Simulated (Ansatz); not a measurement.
# BN: relaxation of cell and atoms with BLYP+D4

Crystal: BN.

```
N B
1.0
     2.55394    0.00000    0.00000
    -1.27697    2.21178    0.00000
     0.00000    0.00000    4.22685
N B
2 2
Direct
  0.33333 0.66667 0.12528
  0.66667 0.33333 0.62528
  0.33333 0.66667 0.49972
  0.66667 0.33333 0.99972
```

Measurements of this composition are mostly on another form, of space group No. 194.

```json
{"Program": "Ansatz 0.2.0", "Task": "relaxation of cell and atoms", "Functional": "BLYP", "Dispersion": "D4", "Potentials or basis": "Ansatz PAW", "Cutoff": "420 eV (not typed: the program's choice for these potentials)", "k mesh": "12 × 12 × 6", "Occupations": "fermi-dirac, width 0.05 eV", "Spin": "no spin polarisation"}
```

```json
{
  "Relaxed volume": "5.90 Å³/atom",
  "Relaxed cell": "a = 2.544 Å, b = 2.544 Å, c = 4.208 Å, α = 90.00°, β = 90.00°, γ = 120.00°",
  "Space group after relaxing (to 0.05 Å)": "P6_3mc (No. 186)",
  "Energy gained by relaxing": "1.1 meV/atom",
  "Ionic steps": "7",
  "Pressure after relaxing": "0.0 GPa",
  "Band gap on the k mesh": "5.60 eV, indirect (least direct gap 8.46 eV)"
}
```

The path:
| step | energy change (eV) | largest force (eV/Å) | volume (Å³) |
| --- | --- | --- | --- |
| 1 | 0.0000 | 0.0307 | 23.88 |
| 2 | -0.0047 | 0.0023 | 23.71 |
| 3 | -0.0063 | 0.0089 | 23.59 |
| 4 | -0.0063 | 0.0005 | 23.59 |
| 5 | -0.0042 | 0.0004 | 23.59 |
| 6 | -0.0043 | 0.0005 | 23.59 |
| 7 | -0.0042 | 0.0005 | 23.59 |

Final structure:
```yaml
crystal:
  lattice:
    - [2.54402, 0.00000, 0.00000]
    - [-1.27201, 2.20319, 0.00000]
    - [0.00000, 0.00000, 4.20796]
  atoms:
    - { symbol: N, position: [0.33333, 0.66667, 0.12517] }
    - { symbol: N, position: [0.66667, 0.33333, 0.62517] }
    - { symbol: B, position: [0.33333, 0.66667, 0.49983] }
    - { symbol: B, position: [0.66667, 0.33333, 0.99983] }
```

Levels at points of the mesh, in eV from the valence-band top:
```tsv
k point	band 4	band 5	band 6	band 7	band 8	band 9	band 10	band 11	band 12
(0.00, 0.00, 0.00)	-2.09	-2.09	-0.25	0.00	0.00	8.51	8.51	8.75	9.80
(0.00, 0.00, -0.50)	-5.59	-1.16	-1.16	-1.16	-1.16	9.72	9.72	10.07	10.07
(0.00, -0.50, 0.00)	-7.67	-6.78	-4.91	-4.28	-2.09	7.07	8.28	10.79	11.75
(0.00, -0.50, -0.50)	-9.83	-3.71	-3.71	-3.51	-3.51	6.95	6.95	10.31	10.31
```

Wall time 36 s on 2 threads of Intel(R) Xeon(R) Processor @ 2.50GHz (Skylake/Cascade Lake), on a shared host, peak memory 0.35 GiB.

Caveat: the plane-wave basis is chosen anew once the cell has moved, so the energies of steps on either side of that aren't comparable; the pressure holds a Pulay correction of +1.2 GPa for the finite cutoff; the PAW data sets come from PBE, with cores solved anew for the run's functional, which leaves a small shift of forces and pressure. A k mesh can miss the band edges.
